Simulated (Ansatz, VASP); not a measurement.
## One calculation of HfO2, two programs

File INCAR:

```
SYSTEM = HfO2
ALGO = Normal
EDIFF = 1E-7
ENCUT = 520
GGA = PS
ISIF = 2
ISMEAR = 0
LASPH = .True.
LCHARG = .False.
LREAL = .False.
LWAVE = .False.
NBANDS = 18
NELM = 80
PREC = Accurate
SIGMA = 0.05
```

KPOINTS

```
k-points
0
Gamma
  8 8 8
  0 0 0
```

POSCAR

```
HfO2
1.0
    0.0000000000      2.6229500914      2.5220673956
    2.6229500914      0.0000000000      2.5220673956
    2.6229500914      2.6229500914      0.0000000000
Hf O
1 2
Direct
    0.0000000000      0.0000000000      0.0000000000
    0.2500000000      0.2500000000      0.2500000000
    0.7500000000      0.7500000000      0.7500000000
```

Input for Ansatz:

```yaml
crystal:
  lattice:
    - [0.0, 2.6229500914, 2.5220673956]
    - [2.6229500914, 0.0, 2.5220673956]
    - [2.6229500914, 2.6229500914, 0.0]
  atoms:
    - { symbol: Hf, position: [0.0, 0.0, 0.0] }
    - { symbol: O, position: [0.25, 0.25, 0.25] }
    - { symbol: O, position: [0.75, 0.75, 0.75] }
basis:
  ecutwfc: 520.0
kpoints:
  mp_grid: { grid: [8, 8, 8] }
hamiltonian:
  xc: pbesol
  pseudopotentials: { kind: paw, azcp: { folder: soft_1 } }
scf:
  occupations: { method: gaussian, width: 0.05 }
output:
  forces: true
  stress: true
  eigenvalues: true
  write_density: true
  write_potential: true
  elf: true
  volumetric_format: npy
```

Change from the starting cell: normal strain along x +0.0400, normal strain along y +0.0400.

Alike in both runs: task single point; functional PBEsol; k mesh 8 × 8 × 8; occupations gaussian, width 0.05 eV; no spin polarisation.

```csv
,VASP,Ansatz
version,VASP 6.6.1,Ansatz 0.2.0
potentials or method,"VASP PAW PBE potentials, release 64 (Hf_pv, O)","scalar-relativistic, plane waves, PAW"
plane-wave cutoff (eV),520,520
valence electrons in the cell,22,38
```

|  | VASP | Ansatz | Ansatz less VASP |
| --- | --- | --- | --- |
| gap on the k mesh at the Fermi level (eV) | 3.15 | 3.17 | +0.019 |
| least direct gap on the mesh (eV) | 3.20 | 3.20 | +0.004 |
| pressure (GPa) | -20.6 | -17.5 | +3.09 |
| largest component of the traceless stress (GPa) | 11.18 | 11.02 | -0.169 |

The two sets of potentials don't hold the same shells in valence. Ansatz warned: «pseudo_functional_mismatch».

Caveats: so large a pressure means that the cell lies far from this level's equilibrium, or that cutoff or potentials fall short (VASP); the potentials were made for another functional, which shifts forces and pressure (VASP); spin-orbit coupling is left out, which moves the levels of the heavy elements. A k mesh can miss the band edges.
